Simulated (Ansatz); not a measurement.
GaN:

```
Ga N
1.0
     3.18000    0.00000    0.00000
    -1.59000    2.75396    0.00000
     0.00000    0.00000    5.16600
Ga N
2 2
Direct
  0.66667 0.33333 0.50000
  0.33333 0.66667 0.00000
  0.66667 0.33333 0.87500
  0.33333 0.66667 0.37500
```

```yaml
Program: Ansatz 0.2.0
Task: single point
Functional: PBE
Potentials_or_basis: Ansatz PAW
Cutoff: "420 eV (not typed: the program's choice for these potentials)"
k_mesh: 10 × 10 × 5
Occupations: fermi-dirac, width 0.05 eV
Spin: no spin polarisation
```

On this cell: pressure 7.3 GPa; largest force 0.137 eV/Å; band gap on the k mesh 1.96 eV, direct.

The same run follows on a disturbed copy (atoms moved at random, drawn with an rms of 0.05 Å):

```
Ga N
1.0
     3.18000    0.00000    0.00000
    -1.59000    2.75396    0.00000
     0.00000    0.00000    5.16600
Ga N
2 2
Direct
  0.67793 0.33774 0.49895
  0.34599 0.66972 0.01059
  0.67025 0.34254 0.87619
  0.33420 0.65293 0.37421
```

Problem. What changes?

Solution. The energy moves by +17.9 meV/atom; pressure 7.8 GPa; largest force 1.530 eV/Å; band gap on the k mesh 1.85 eV, direct.

Forces on the atoms (eV/Å):
```
Ga  -0.087 -0.528  0.498
Ga  -0.451  0.181 -1.451
N    0.493 -0.260  0.201
N    0.045  0.607  0.751
```

Stress tensor (GPa, compression positive):
```
 8.23 -1.02 -0.94
-1.02  3.82 -0.65
-0.94 -0.65 11.43
```

Caveats: odd divisions of the mesh miss points on the zone boundary, where band edges often lie, so the gap on the mesh can be too wide.

